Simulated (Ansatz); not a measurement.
**C (hcp type): how the settings move a single-point run**

Question: which choices in the input matter for C (hcp type)?

Method: reference: DFT, PBE, all-electron LAPW, scalar-relativistic, in Ansatz 0.2.0.

**1. The starting structure**

The structure is monoclinic, space group C2/m (No. 12). Conventional cell: a = 3.638 Å, b = 2.100 Å, c = 3.403 Å, α = 90.00°, β = 90.00°, γ = 90.00°. Around C (site symmetry m) lie 3 C at 1.71 to 1.93 Å.

As a file:

```cif
data_structure
_symmetry_space_group_name_H-M 'C2/m'
_symmetry_Int_Tables_number 12
_cell_length_a 3.6380
_cell_length_b 2.1004
_cell_length_c 3.4026
_cell_angle_alpha 90.000
_cell_angle_beta 90.000
_cell_angle_gamma 90.000
_cell_volume 26.00
loop_
_atom_site_label
_atom_site_type_symbol
_atom_site_symmetry_multiplicity
_atom_site_Wyckoff_symbol
_atom_site_fract_x
_atom_site_fract_y
_atom_site_fract_z
_atom_site_occupancy
C1 C 4 i 0.13667 0.50000 0.20500 1
```

**2. Reference**

input.yaml reads:

```yaml
crystal:
  lattice:
    - [2.1003865828, 0.0, 0.0]
    - [-1.0501932914, 1.8189881384, 0.0]
    - [0.0, 0.0, 3.4026262641]
  atoms:
    - { symbol: C, position: [0.2733333333, 0.6366666667, 0.205] }
    - { symbol: C, position: [0.7266666667, 0.3633333333, 0.795] }
kpoints:
  mp_grid: { grid: [16, 16, 9] }
scf:
  occupations: { method: fermi_dirac, width: 0.05 }
hamiltonian:
  xc: pbe
  pseudopotentials: { kind: all_electron, lapw: { basis_error: 0.001 } }
output:
  forces: true
  stress: true
  eigenvalues: true
  populations: true
```

Started as:

```sh
ansatz run input.yaml --threads 1 --pin off --max-ram 2048MiB --backend cpu --events-out ev --progress --plain --runs-dir out
```

**3. Changed: mp_grid.grid [8, 8, 4], occupations.method cold, occupations.width 0.001, accuracy medium**

Edit input.yaml of step 2 so:

```diff
@@ -9,5 +9,5 @@
 kpoints:
-  mp_grid: { grid: [16, 16, 9] }
+  mp_grid: { grid: [8, 8, 4] }
 scf:
-  occupations: { method: fermi_dirac, width: 0.05 }
+  occupations: { method: cold, width: 0.001 }
 hamiltonian:
@@ -20 +20,2 @@
   populations: true
+accuracy: medium
```

Q: Predict the outcome of this session. Wanted: for each run, ending; energy change; pressure; gap; force.

**Answer**, as computed:

| run | ending | energy change | pressure (GPa) | gap (eV) | force (eV/Å) | cycles | time |
| --- | --- | --- | --- | --- | --- | --- | --- |
| reference | converged | 0 | 17.1 | 0.00 | 2.29 | 7 | 8.8 s |
| 1: mp_grid.grid [8, 8, 4], occupations.method cold, occupations.width 0.001, accuracy medium | converged | +25.3 meV/atom (σ→0) | 18.7 | 0.00 | 2.26 | 10 | 1.5 s |

Residual by cycle in the longest SCF loop of each run; runs are numbered as in the table. The quantity is the density residual dr2, in eV.

| cycle | reference | run 1 |
| --- | --- | --- |
| 1 | 0.0586 | 0.0574 |
| 2 | 0.0192 | 0.0113 |
| 3 | 0.001 | 0.00244 |
| 4 | 1.3e-4 | 3.9e-5 |
| 5 | 1.3e-5 | 1.3e-4 |
| 6 | 4.3e-7 | 1.9e-5 |
| 7 | 3.9e-9 | 1.3e-6 |
| 8 | - | 6.4e-6 |
| 9 | - | 2.0e-6 |
| 10 | - | 2.5e-8 |

**Reading.** Changing the k-point mesh, smearing and accuracy level moves the energy by +25.3 meV/atom (σ→0 values), and the pressure goes from 17.1 to 18.7 GPa and the largest force goes from 2.29 to 2.26 eV/Å. More than one kind of setting changed, and this run alone doesn't tell their shares apart. Cost: 10 SCF cycles against 7, 1.5 s against 8.8 s. The structure is not at rest: the sound run finds 17 GPa, so these are no properties of the relaxed crystal. 
